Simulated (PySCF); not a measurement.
## One molecule, many functionals

Compound: ethylene glycol, C₂H₆O₂.
InChI=1S/C2H6O2/c3-1-2-4/h3-4H,1-2H2

Linear-response calculations in the def2-SVPD basis (PySCF; singlets by full response, triplets Tamm–Dancoff, core orbitals frozen in the response; HF means time-dependent Hartree–Fock). 'Strongest' is the level of largest summed f among the singlets computed (10 roots, of which the last may lack a degenerate partner); it can jump between rows when another state enters that window. S1 is the lowest singlet of each run and needn't be the same state throughout; f(S1) is that of one state. Geometry: PBE0-D3(BJ)/def2-SVP, one conformer, isolated molecule.

```csv
functional,kind,S1 (eV),f(S1),strongest (eV),T1 (eV),HOMO (eV),gap (eV),"ionisation energy, ΔSCF (eV)"
LDA,LDA,5.83,0.014,7.57,5.72,-6.30,5.77,10.22
PBE,GGA,5.76,0.012,7.48,5.65,-6.18,5.71,10.06
B3LYP,"global hybrid, 20% exact exchange",6.68,0.011,8.28,6.53,-7.59,7.55,10.34
PBE0,"global hybrid, 25% exact exchange",7.01,0.011,8.59,6.80,-7.82,8.13,10.36
BHandHLYP,"global hybrid, 50% exact exchange",7.64,0.002,9.38,7.29,-9.44,10.25,10.46
CAM-B3LYP,range-separated hybrid,7.14,0.003,8.84,6.82,-9.33,10.27,10.55
```

**Question.** What does HF (Hartree–Fock) give?

**Answer.** S1 (eV) 8.70, f(S1) 0.001, strongest (eV) 10.76, T1 (eV) 8.20, HOMO (eV) -11.97, gap (eV) 14.34, ionisation energy, ΔSCF (eV) not settled. S1 runs from 5.76 eV (PBE) to 8.70 eV (HF), a spread of 2.94 eV, while the orbital gap spreads over 8.6 eV. Along PBE (0%), B3LYP (20%), PBE0 (25%), BHandHLYP (50%), HF (100%) S1 rises with the share of exact exchange. −ε(HOMO) comes closest to its own ΔSCF ionisation energy with BHandHLYP (-1.02 eV) and misses most with LDA (-3.92 eV). 'Not settled' means that the ion's SCF failed to converge or may have ended in another state than the lowest.
